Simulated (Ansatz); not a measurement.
In doubt: masses and optical values from hybrid runs of this build are listed as unsure (in some of the runs), which bears on the screening that GW takes from such a start.

Consider PbO (honeycomb monolayer).

The cell holds 2 atoms: 1 Pb and 1 O. Its edges and angles: a = 3.617 Å, b = 3.617 Å, c = 25.000 Å, α = 90.0°, β = 90.0°, γ = 120.0°. Vacuum lies along c.

```xyz
2
Lattice="3.6169 0.0000 0.0000 -1.8084 3.1323 0.0000 0.0000 0.0000 25.0000" Properties=species:S:1:pos:R:3
Pb    0.0000    2.0882   12.0406
O     1.8084    1.0441   12.9594
```

The structure was relaxed with PBE. The runs that relaxed it are not among those shown. Spin-orbit coupling is left out unless a run names it. PAW set soft_2, made with PBE.

Gaps computed with Ansatz 0.2.0 without a self-energy: HSE06 2.65 eV, r2SCAN 2.15 eV and PBE0 3.34 eV.

Estimate the G0W0@HSE06 gap with 6×6×1 mesh, 175 empty bands, screening to 42 eV, default PAW files.

About 3.56 eV: on its mesh the run moves the gap from 2.65 eV by +0.91 eV. A band edge moves to another state on the way. Among the scalar-relativistic levels given, PBE0 is nearest (−0.22 eV). Bands and cutoff are finite, so the gap is not at the basis limit. The miss can reach some tenths of an eV and take either sign; the mesh is an error of its own. The mesh in the plane is coarse for a sheet; gap and any exciton binding can still move on denser ones. The many-body steps are scalar-relativistic: spin-orbit coupling is not in them.

[Paths, hosts, dates, memory and timing lines, banners, echoed tables and standing remarks are left out of the program output.]

[Logs are printed without paths, hosts, clocks, repeated set-up lines and the standing remarks that a program may print on its own settings, such as how far it seeks lower states.]

[Runs of the session that timed out or met a known fault of the program may be left out.]

[Cells called generated may have been cut or substituted from an entry of the Crystallography Open Database or the Materials Project.]

[Hosts, paths, dates, database ids (printed as entryN), source tags and the programs' standing remarks are cut or masked in the printed files.]
